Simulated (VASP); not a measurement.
# Al in VASP: notebook

Runs on Al. Level: PBE. Tasks: single point.

Program: VASP 6.6.1. These are calculated values, not measurements. Logs are shortened: lines on timing, memory, paths and dates and some standing lists are left out, and cuts for length are marked.

**1. The cell of the first run**

The cell holds a slab with vacuum, 13 atoms: a = 5.714 Å, b = 5.714 Å, c = 20.102 Å, α = 90.00°, β = 90.00°, γ = 120.00°.

The slab is cut from a database's or a generator's crystal, which needn't be the stable form of the element.

**2. Single point, PBE (Al over (0/6, 3/6) of the surface cell, its height relaxed)**

Input file INCAR:

```
  PREC = Accurate
  ENCUT = 520
  EDIFF = 1E-7
  ISMEAR = 0
  SIGMA = 0.1
  LREAL = F
  LASPH = T
  NELM = 60
  ALGO = Fast
  ISIF = 2
  LWAVE = F
  LCHARG = F
  LDIPOL = T
  IDIPOL = 3
  DIPOL = 0.5 0.5 0.331
  GGA = PE
  NBANDS = 32
```

Input file KPOINTS:

```
regular mesh
0
Gamma
  6 6 1
```

Input file POSCAR:

```
Al
1.0
    5.7143028096      0.0000000000      0.0000000000
   -2.8571514048      4.9487313980      0.0000000000
    0.0000000000      0.0000000000     20.1016424764
Al
13
Direct
    0.3333333333      0.1666666667      0.1989887147
    0.3333333333      0.6666666666      0.1989887147
    0.8333333333      0.1666666667      0.1989887147
    0.8333333333      0.6666666667      0.1989887147
    0.1666666667      0.3333333334      0.3134533099
    0.1666666667      0.8333333333      0.3134533099
    0.6666666667      0.3333333333      0.3134533099
    0.6666666667      0.8333333333      0.3134533099
    0.0000000000      0.0000000000      0.4279074452
    0.0000000000      0.5000000000      0.4279074452
    0.5000000000      0.0000000000      0.4279074452
    0.5000000000      0.5000000000      0.4279074452
    0.0000000000      0.2500000000      0.5393599779
```

Potentials or basis: VASP PAW PBE potentials, release 64 (Al).

On the command line:

```bash
> cat potpaw_PBE.64/Al/POTCAR > POTCAR
> mpirun -np 1 vasp_std > vasp.out
```

OUTCAR:

```text
PREC = Accurate
   ENCUT = 520
   EDIFF = 1E-7
   ISMEAR = 0
   LREAL = F
   LASPH = T
   NELM = 60
   ISIF = 2
   GGA = PE

 ion  position               nearest neighbor table
   1  0.333  0.167  0.199-   5 2.83   6 2.83   7 2.83   2 2.86   4 2.86   4 2.86   3 2.86   3 2.86
                             2 2.86
   2  0.333  0.667  0.199-   5 2.83   6 2.83   8 2.83   1 2.86   3 2.86   4 2.86   3 2.86   4 2.86
                             1 2.86
   3  0.833  0.167  0.199-   7 2.83   8 2.83   5 2.83   2 2.86   4 2.86   4 2.86   1 2.86   1 2.86
                             2 2.86
   4  0.833  0.667  0.199-   8 2.83   7 2.83   6 2.83   2 2.86   1 2.86   3 2.86   3 2.86   1 2.86
                             2 2.86
   5  0.167  0.333  0.313-  12 2.83  10 2.83   9 2.83   2 2.83   1 2.83   3 2.83   6 2.86   8 2.86
                             7 2.86   8 2.86   7 2.86   6 2.86
   6  0.167  0.833  0.313-  10 2.83  11 2.83   9 2.83   2 2.83   1 2.83   4 2.83   5 2.86   7 2.86
                             7 2.86   8 2.86   8 2.86   5 2.86
   7  0.667  0.333  0.313-  11 2.83  10 2.83  12 2.83   3 2.83   4 2.83   1 2.83   5 2.86   8 2.86
                             6 2.86   8 2.86   6 2.86   5 2.86
   8  0.667  0.833  0.313-  12 2.83   9 2.83  11 2.83   4 2.83   3 2.83   2 2.83   5 2.86   7 2.86
                             7 2.86   6 2.86   6 2.86   5 2.86
   9  0.000  0.000  0.428-  13 2.66   8 2.83   5 2.83   6 2.83  12 2.86  10 2.86  10 2.86  12 2.86
                            11 2.86  11 2.86
  10  0.000  0.500  0.428-  13 2.66   6 2.83   7 2.83   5 2.83  11 2.86   9 2.86   9 2.86  11 2.86
                            12 2.86  12 2.86
  11  0.500  0.000  0.428-   7 2.83   6 2.83   8 2.83  10 2.86  12 2.86  12 2.86  10 2.86   9 2.86
                             9 2.86  13 3.34
  12  0.500  0.500  0.428-   8 2.83   5 2.83   7 2.83   9 2.86  11 2.86  11 2.86   9 2.86  10 2.86
                            10 2.86  13 3.34
  13  0.000  0.250  0.539-   9 2.66  10 2.66  12 3.34  11 3.34

  LATTYP: Found a hexagonal cell.
 ALAT       =     5.7143028096
 C/A-ratio  =     3.5177769093

  Lattice vectors:

 A1 = (   5.7143028096,   0.0000000000,   0.0000000000)
 A2 = (  -2.8571514048,   4.9487313980,   0.0000000000)
 A3 = (   0.0000000000,   0.0000000000,  20.1016424764)

Analysis of symmetry for initial positions (statically):
=====================================================================
 Subroutine PRICEL returns:
 Original cell was already a primitive cell.

 Routine SETGRP: Setting up the symmetry group for a
 hexagonal supercell.

 Subroutine GETGRP returns: Found  2 space group operations
 (whereof  1 operations were pure point group operations)
 out of a pool of 24 trial point group operations.

The static configuration has the point symmetry C_1 .
 The point group associated with its full space group is C_1h.

Analysis of symmetry for dynamics (positions and initial velocities):
=====================================================================
 Subroutine PRICEL returns:
 Original cell was already a primitive cell.

 Routine SETGRP: Setting up the symmetry group for a
 hexagonal supercell.

 Subroutine GETGRP returns: Found  2 space group operations
 (whereof  1 operations were pure point group operations)
 out of a pool of 24 trial point group operations.

The dynamic configuration has the point symmetry C_1 .
 The point group associated with its full space group is C_1h.

 Subroutine INISYM returns: Found  2 space group operations
 (whereof  1 operations are pure point group operations),
 and found     1 'primitive' translations

----------------------------------------------------------------------------------------

                                     Primitive cell

  volume of cell :     568.4453

  direct lattice vectors                    reciprocal lattice vectors
     5.714302810  0.000000000  0.000000000     0.174999476  0.101035995  0.000000000
    -2.857151405  4.948731398  0.000000000     0.000000000  0.202071990  0.000000000
     0.000000000  0.000000000 20.101642476     0.000000000  0.000000000  0.049747179

  length of vectors
     5.714302810  5.714302810 20.101642476     0.202071990  0.202071990  0.049747179

  position of ions in fractional coordinates (direct lattice)
     0.333333333  0.166666667  0.198988715
     0.333333333  0.666666667  0.198988715
     0.833333333  0.166666667  0.198988715
     0.833333333  0.666666667  0.198988715
     0.166666667  0.333333333  0.313453310
     0.166666667  0.833333333  0.313453310
     0.666666667  0.333333333  0.313453310
     0.666666667  0.833333333  0.313453310
     0.000000000  0.000000000  0.427907445
     0.000000000  0.500000000  0.427907445
     0.500000000  0.000000000  0.427907445
     0.500000000  0.500000000  0.427907445
     0.000000000  0.250000000  0.539359978

  ion indices of the primitive-cell ions
   primitive index   ion index
                 1           1
                 2           2
                 3           3
                 4           4
                 5           5
                 6           6
                 7           7
                 8           8
                 9           9
                10          10
                11          11
                12          12
                13          13

----------------------------------------------------------------------------------------

 KPOINTS: regular mesh

Automatic generation of k-mesh.
 Grid dimensions read from file:
 generate k-points for:    6    6    1

 Generating k-lattice:

  Cartesian coordinates                     Fractional coordinates (reciprocal lattice)
     0.029166579  0.016839332  0.000000000     0.166666667  0.000000000  0.000000000
     0.000000000  0.033678665  0.000000000     0.000000000  0.166666667  0.000000000
     0.000000000  0.000000000  0.049747179     0.000000000  0.000000000  1.000000000

  Length of vectors
     0.033678665  0.033678665  0.049747179

  Shift w.r.t. Gamma in fractional coordinates (k-lattice)
     0.000000000  0.000000000  0.000000000

 Subroutine IBZKPT returns following result:
 ===========================================

 Found     13 irreducible k-points:

 Following reciprocal coordinates:
            Coordinates               Weight
  0.000000  0.000000  0.000000      1.000000
  0.166667  0.000000  0.000000      2.000000
  0.000000  0.166667  0.000000      4.000000
  0.333333  0.000000  0.000000      2.000000
  0.000000  0.333333  0.000000      4.000000
  0.500000  0.000000  0.000000      1.000000
  0.000000  0.500000  0.000000      2.000000
  0.166667  0.166667  0.000000      4.000000
 -0.166667  0.333333  0.000000      2.000000
  0.333333  0.166667  0.000000      4.000000
 -0.166667  0.500000  0.000000      4.000000
  0.500000  0.333333  0.000000      4.000000
  0.333333  0.333333  0.000000      2.000000
   k-points           NKPTS =     13   k-points in BZ     NKDIM =     13   number of bands    NBANDS=     32
   number of dos      NEDOS =    301   number of ions     NIONS =     13
   total plane-waves  NPLWV = 264600
   dimension x,y,z NGX =    42 NGY =   42 NGZ =  150
   dimension x,y,z NGXF=    84 NGYF=   84 NGZF=  300
   ions per type =              13
   NGX,Y,Z   is equivalent  to a cutoff of  12.22, 12.22, 12.41 a.u.
   NGXF,Y,Z  is equivalent  to a cutoff of  24.44, 24.44, 24.81 a.u.
 SYSTEM =  unknown system
   PREC   = accura    normal or accurate (medium, high low for compatibility)
   ISTART =      0    job   : 0-new  1-cont  2-samecut
   ICHARG =      2    charge: 1-file 2-atom 10-const
   ISPIN  =      1    spin polarized calculation?
   LNONCOLLINEAR =      F non collinear calculations
   LSORBIT =      F    spin-orbit coupling
   LASPH  =      T    aspherical Exc in radial PAW
   ENCUT  =  520.0 eV  38.22 Ry    6.18 a.u.  10.62 10.62 37.38*2*pi/ulx,y,z
   NELM   =     60;   NELMIN=  2; NELMDL= -5     # of ELM steps
   EDIFF  = 0.1E-06   stopping-criterion for ELM
   LREAL  =      F    real-space projection
   EDIFFG = 0.1E-05   stopping-criterion for IOM
   NSW    =      0    number of steps for IOM
   IBRION =     -1    ionic relax: 0-MD 1-quasi-New 2-CG
   NFREE  =      0    steps in history (QN), initial steepest desc. (CG)
   ISIF   =      2    stress and relaxation
   ISYM   =      2    0-nonsym 1-usesym 2-fastsym
   POTIM  = 0.5000    time-step for ionic-motion
   TEBEG  =    0.0;   TEEND  =   0.0 temperature during run
   PSTRESS=    0.0 pullay stress
   NELECT =      39.0000    total number of electrons
   NUPDOWN=      -1.0000    fix difference up-down
   EMIN   =  10.00;   EMAX   =-10.00  energy-range for DOS
   EFERMI =   0.00;   METHOD = LEGACY
   ISMEAR =     0;   SIGMA  =   0.10  broadening in eV -4-tet -1-fermi 0-gaus
   EFERMI_NEDOS =   21; number of points for ismear=-14 and -15
   IALGO  =     68    algorithm
   IMIX   =      4    mixing-type and parameters
     AMIX     =   0.40;   BMIX     =  1.00
     AMIX_MAG =   1.60;   BMIX_MAG =  1.00
  volume/ion in A,a.u.               =      43.73       295.08
  Fermi-wavevector in a.u.,A,eV,Ry     =   0.670193  1.266482  6.111182  0.449159
  Thomas-Fermi vector in A             =   1.745637
   LORBIT       =      0    0 simple, 1 ext, 2 COOP (PROOUT), +10 PAW based schemes
   GGA     = PE    functional components
   LHFCALC =     F    Hartree Fock is set to
   AEXX    =    0.0000 exact exchange contribution
   IVDW    =     0    specifies the selected vdW correction
   LEPSILON=     F    determine dielectric tensor
   LRPA    =     F    only Hartree local field effects (RPA)
 non-spin polarized calculation
 RMM-DIIS sequential band-by-band and
 Gauss-broadening in eV      SIGMA  =   0.10
  energy-cutoff  :      520.00
  volume of cell :      568.45
 maximum number of plane-waves:     15351
   NGX = 21   NGY = 21   NGZ = 75

 dipolmoment           0.000000      0.000000     -0.000831 electrons x Angstroem

 number of electron      39.0000001 magnetization

 dipolmoment           0.000000      0.000000      0.042459 electrons x Angstroem

 Free energy of the ion-electron system (eV)
  ---------------------------------------------------
  ext. energy  EPLUGINS =         0.00000000
  ---------------------------------------------------
  free energy    TOTEN  =       -44.97646722 eV

  energy without entropy =      -44.96000175  energy(sigma->0) =      -44.96823448

 E-fermi :   0.4530     XC(G=0):  -4.9114

 val. band max:        0.3654535178   @ k =   0.5000   0.3333   0.0000
 cond. band min:       0.4826224671   @ k =   0.1667   0.1667   0.0000
 fundamental gap:      0.1171689493
 Fermi energy:         0.4530003895

 k-point     1 :       0.0000    0.0000    0.0000
  band No.  band energies     occupation
      1     -10.0958      2.00000
      2      -8.4727      2.00000
      3      -6.0833      2.00000
      4      -4.3332      2.00000
      5      -4.2149      2.00000
      6      -4.2055      2.00000
[... 23 lines left out ...]
     30       3.1266      0.00000
     31       3.7261      0.00000

 k-point     2 :       0.1667    0.0000    0.0000
  band No.  band energies     occupation
      1      -9.9286      2.00000
      2      -8.3086      2.00000
      3      -6.0415      2.00000
      4      -5.8754      2.00000
      5      -5.0095      2.00000
      6      -4.9925      2.00000
[... 366 lines left out ...]
 k-point    13 :       0.3333    0.3333    0.0000
  band No.  band energies     occupation
      1      -8.1435      2.00000
      2      -8.0886      2.00000
      3      -8.0832      2.00000
      4      -6.7088      2.00000
      5      -6.4071      2.00000
      6      -6.4013      2.00000
[... 23 lines left out ...]
     30       3.5603      0.00000
     31       3.7492      0.00000
 [bands above 31 left out]

------------------------ aborting loop because EDIFF is reached ----------------------------------------

 vacuum level on the upper side and lower side of the slab       (xc-potential included)        -0.085        -0.296

  FORCE on cell =-STRESS in cart. coord.  units (eV):
  Direction    XX          YY          ZZ          XY          YZ          ZX
  --------------------------------------------------------------------------------------
  -------------------------------------------------------------------------------------
  Total       -3.0157896     -2.6315919      1.1585165     -0.3327249      0.0525335      0.0909907
  in kB       -8.5000786     -7.4172079      3.2653079     -0.9377935      0.1480670      0.2564595
  external PRESSURE =      -4.2173262 kB  Pullay stress =       0.0000000 kB

 VOLUME and BASIS-vectors are now :
 -----------------------------------------------------------------------------
  energy-cutoff  :      520.00
  volume of cell :      568.45
      direct lattice vectors                 reciprocal lattice vectors
     5.714302810  0.000000000  0.000000000     0.174999476  0.101035995  0.000000000
    -2.857151405  4.948731398  0.000000000     0.000000000  0.202071990  0.000000000
     0.000000000  0.000000000 20.101642476     0.000000000  0.000000000  0.049747179

 POSITION                                       TOTAL-FORCE (eV/Angst)
 -----------------------------------------------------------------------------------
      1.42858      0.82479      4.00000        -0.022482      0.017288     -0.057678
     -0.00000      3.29915      4.00000         0.003731     -0.028114     -0.057678
      4.28573      0.82479      4.00000         0.050831      0.029347     -0.107224
      2.85715      3.29915      4.00000         0.001049      0.000606     -0.107978
      0.00000      1.64958      6.30093        -0.007120     -0.004111     -0.051876
     -1.42858      4.12394      6.30093        -0.008813     -0.005088      0.120876
      2.85715      1.64958      6.30093        -0.014441     -0.042693      0.038490
      1.42858      4.12394      6.30093        -0.044194      0.008840      0.038490
      0.00000      0.00000      8.60164         0.110205     -0.284152     -0.148920
     -1.42858      2.47437      8.60164        -0.190980      0.237516     -0.148920
      2.85715      0.00000      8.60164         0.170503      0.098440      0.231392
      1.42858      2.47437      8.60164        -0.080520     -0.046488      0.258318
     -0.71429      1.23718     10.84202         0.032230      0.018608     -0.007291
 -----------------------------------------------------------------------------------
    total drift:                                0.000005      0.000003     -0.000007

  FREE ENERGIE OF THE ION-ELECTRON SYSTEM (eV)
  ---------------------------------------------------
  free  energy   TOTEN  =       -44.9764672240 eV

  energy  without entropy=      -44.9600017451  energy(sigma->0) =      -44.96823448

 vacuum level on the upper side and lower side of the slab         4.556         4.342
```

Run time: 12 min. Hardware: 1 thread of Intel Xeon Platinum 8488C (Sapphire Rapids), shared host; peak memory 0.63 GiB.

What came out:

```
Free energy            : -44.9765 eV
Largest force          : 0.339 eV/Å
Band gap on the k mesh : none (metal or under the smearing width)
```

Forces in eV/Å, atoms in the order of the input:
```
Al  -0.022  0.017 -0.058
Al   0.004 -0.028 -0.058
Al   0.051  0.029 -0.107
Al   0.001  0.001 -0.108
Al  -0.007 -0.004 -0.052
Al  -0.009 -0.005  0.121
Al  -0.014 -0.043  0.038
Al  -0.044  0.009  0.038
Al   0.110 -0.284 -0.149
Al  -0.191  0.238 -0.149
Al   0.171  0.098  0.231
Al  -0.081 -0.046  0.258
Al   0.032  0.019 -0.007
```

Levels at points of the mesh, in eV from the Fermi level:
| k point | band 17 | band 18 | band 19 | band 20 | band 21 | band 22 |
| --- | --- | --- | --- | --- | --- | --- |
| (0.00, 0.00, 0.00) | -1.89 | -0.91 | -0.65 | -0.53 | -0.32 | -0.19 |
| (0.50, 0.00, 0.00) | -0.45 | -0.32 | -0.20 | 0.37 | 0.81 | 1.07 |
| (0.00, 0.50, 0.00) | -0.45 | -0.30 | -0.17 | 0.48 | 0.82 | 0.85 |

**3. Single point, PBE (Al over (0/6, 1/6) of the surface cell, its height relaxed)**

Input file INCAR:

```
SYSTEM = Al
PREC     = Accurate       ! precision mode
ENCUT    = 520            ! plane-wave cutoff, eV
EDIFF    = 1E-6           ! SCF threshold, eV
ISMEAR   = 0              ! smearing method
SIGMA    = 0.1            ! smearing width, eV
LREAL    = .False.        ! projectors in reciprocal space
LASPH    = .True.         ! aspherical terms in the spheres
NELM     = 60             ! most SCF steps
ALGO     = Fast           ! electronic algorithm
ISIF     = 2              ! what is computed and relaxed
LWAVE    = .False.        ! write WAVECAR
LCHARG   = .False.        ! write CHGCAR
LDIPOL   = .True.       
IDIPOL   = 3            
DIPOL    = 0.5 0.5 0.332
GGA      = PE             ! functional
NBANDS   = 32             ! bands
```

Input file KPOINTS:

```
Automatic mesh
0
Gamma
  6 6 1
  0 0 0
```

POSCAR, as its differences from that of step 2:

```diff
@@ -9,6 +9,6 @@
     0.3333333333      0.1666666667      0.1989887147
-    0.3333333333      0.6666666666      0.1989887147
+    0.3333333333      0.6666666667      0.1989887147
     0.8333333333      0.1666666667      0.1989887147
     0.8333333333      0.6666666667      0.1989887147
-    0.1666666667      0.3333333334      0.3134533099
+    0.1666666667      0.3333333333      0.3134533099
     0.1666666667      0.8333333333      0.3134533099
@@ -20,2 +20,2 @@
     0.5000000000      0.5000000000      0.4279074452
-    0.0000000000      0.2500000000      0.5393599779
+    0.0000000000      0.0833333333      0.5518443930
```

Potentials or basis: VASP PAW PBE potentials, release 64 (Al).

On the command line:

```bash
> cat potpaw_PBE.64/Al/POTCAR > POTCAR
> mpirun -np 1 vasp_std > vasp.out
```

Wall time 20 min (1 thread of Intel Xeon Platinum 8488C (Sapphire Rapids), shared host); peak memory 0.71 GiB.

The run converged. Its results:

* Free energy: -44.5805 eV
* Largest force: 0.812 eV/Å
* Band gap on the k mesh: none (metal or under the smearing width)

Forces on the atoms (eV/Å):
```
Al  -0.022 -0.004 -0.068
Al   0.004 -0.007 -0.010
Al   0.035 -0.010 -0.070
Al  -0.002  0.010 -0.074
Al   0.003 -0.026  0.004
Al  -0.025  0.020  0.071
Al   0.003 -0.029  0.081
Al   0.015  0.013  0.032
Al   0.105 -0.205 -0.779
Al   0.056 -0.074  0.301
Al   0.065  0.012  0.256
Al  -0.062 -0.014  0.268
Al  -0.175  0.314 -0.012
```

Levels at points of the mesh, in eV from the Fermi level:
```tsv
k point	band 15	band 16	band 17	band 18	band 19	band 20	band 21	band 22	band 23	band 24
(0.00, 0.00, 0.00)	-2.74	-2.70	-2.23	-0.74	-0.53	-0.40	-0.37	-0.19	-0.16	0.66
(0.50, 0.00, 0.00)	-1.20	-0.48	-0.45	-0.25	-0.19	0.54	0.73	0.84	1.05	1.14
(0.00, 0.50, 0.00)	-1.21	-0.48	-0.45	-0.24	-0.21	0.59	0.73	0.80	1.08	1.10
(0.50, 0.50, 0.00)	-1.20	-0.47	-0.46	-0.26	-0.19	0.58	0.74	0.76	1.00	1.20
```
